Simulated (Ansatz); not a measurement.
# Response to strain in InCuS2

The reference is InCuS$_{2}$ in the chalcopyrite structure (space group I-42d, No. 122).

```yaml
crystal:
  lattice:
    - [-2.78850, 2.78850, 5.61719]
    - [2.78850, -2.78850, 5.61719]
    - [2.78850, 2.78850, -5.61719]
  atoms:
    - { symbol: Cu, position: [0.75000, 0.25000, 0.50000] }
    - { symbol: Cu, position: [0.00000, 0.00000, 0.00000] }
    - { symbol: In, position: [0.25000, 0.75000, 0.50000] }
    - { symbol: In, position: [0.50000, 0.50000, 0.00000] }
    - { symbol: S, position: [0.09504, 0.12500, 0.47004] }
    - { symbol: S, position: [0.65496, 0.62500, 0.52996] }
    - { symbol: S, position: [0.37500, 0.90496, 0.02996] }
    - { symbol: S, position: [0.87500, 0.34504, 0.97004] }
```

Strains are applied to the cell and any free atomic positions relax.

All numbers come from plane-wave PAW DFT at the PBE level (Ansatz, a program for electronic structure, 420 eV), without spin-orbit coupling.

Notes on the quantities. energy relative to the base: free energy F.

| isotropic strain (%) | energy relative to the base (meV/atom) |
|---|---|
| -5.41 | 144.4 |
| 0 | 0.0 |
| 0.93 | 3.3 |
| 1.1 | ? |
| 2.4 | 20.8 |

Problem. Fit ΔE = Aε² + Bε³ (ε in %) to the rows shown and predict the withheld row.

Solution. Least squares on the printed values gives A = 4.02 and B = -0.17 meV/atom (largest residual 0.0 meV/atom); this predicts 4.6 meV/atom, and the run gives 4.6 meV/atom, in agreement.

No phonon test of stability was made. All final runs are without spin polarisation.
